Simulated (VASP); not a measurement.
```yaml
crystal:
  lattice:
    - [0.00000, 2.55116, 2.55116]
    - [2.55116, 0.00000, 2.55116]
    - [2.55116, 2.55116, 0.00000]
  atoms:
    - { symbol: In, position: [0.00000, 0.00000, 0.00000] }
    - { symbol: N, position: [0.25000, 0.25000, 0.25000] }
```

All values below come from r2SCAN meta-GGA, VASP's PBE PAW potentials (set 64) (plane waves; VASP). Numerical set-up: 520 eV cut-off, 13×13×13 Γ-centred mesh, first-order Methfessel-Paxton smearing of 0.10 eV, potentials In_d N.

Unless said otherwise, spin-orbit coupling is left out, though it shifts the bands of the heavy elements here.

What does the run give for the energy per atom (σ→0), pressure, band gap (on the k-mesh) with the smallest direct gap where there is one?

```json
{
 "band gap (on the k-mesh)": "none (metal, semimetal or under 0.01 eV)",
 "energy per atom (σ→0)": "-15.937 eV/atom",
 "pressure": "-7.10 GPa"
}
```

The compound is InN in the zinc blende structure, a metastable form; wurtzite is the usual one. This cell is one point of a volume scan, at 1.06 of the reference volume.
